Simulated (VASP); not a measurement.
Zn:

```
CELL_PARAMETERS angstrom
0.00000 1.96478 1.96478
1.96478 0.00000 1.96478
1.96478 1.96478 0.00000
ATOMIC_POSITIONS crystal
Zn 0.00000 0.00000 0.00000
```

This isn't the form of Zn at room conditions, which is hcp.

```yaml
Program: VASP 6.6.1
Task: relaxation of cell and atoms
Functional: SCAN
Potentials_or_basis: VASP PAW PBE potentials, release 64 (Zn)
Cutoff: 600 eV
k_mesh: 12 × 12 × 12
Occupations: fermi-dirac, width 0.05 eV
Spin: no spin polarisation
```

At the start: pressure -6.7 GPa; volume 15.17 Å³/atom.

Task: Where does the relaxation end?

Result: Over 12 steps the energy falls by 33.1 meV/atom and the volume is 13.98 Å³/atom (-7.9 %); space group Fm-3m (No. 225, to 0.05 Å).

The path:
```tsv
step	energy change (eV)	largest force (eV/Å)	pressure (GPa)	volume (Å³)
1	0.0000	0.0000	-6.74	15.17
2	-0.0326	0.0000	1.63	13.81
3	-0.0332	0.0000	0.20	13.95
4	-0.0331	0.0000	-0.12	13.98
5	-0.0331	0.0000	-0.13	13.98
6	-0.0331	0.0000	-0.07	13.98
7	-0.0331	0.0000	-0.10	13.98
8	-0.0331	0.0000	-0.09	13.98
9	-0.0331	0.0000	-0.09	13.98
10	-0.0331	0.0000	-0.08	13.98
11	-0.0331	0.0000	-0.10	13.98
12	-0.0331	0.0000	-0.05	13.98
```

Final structure:
```
Zn
1.0
     0.00000    1.91192    1.91192
     1.91192    0.00000    1.91192
     1.91192    1.91192    0.00000
Zn
1
Cartesian
  0.0000 0.0000 0.0000
```

Caveat: the PAW data sets were made with another functional, which shifts forces and pressure a little.
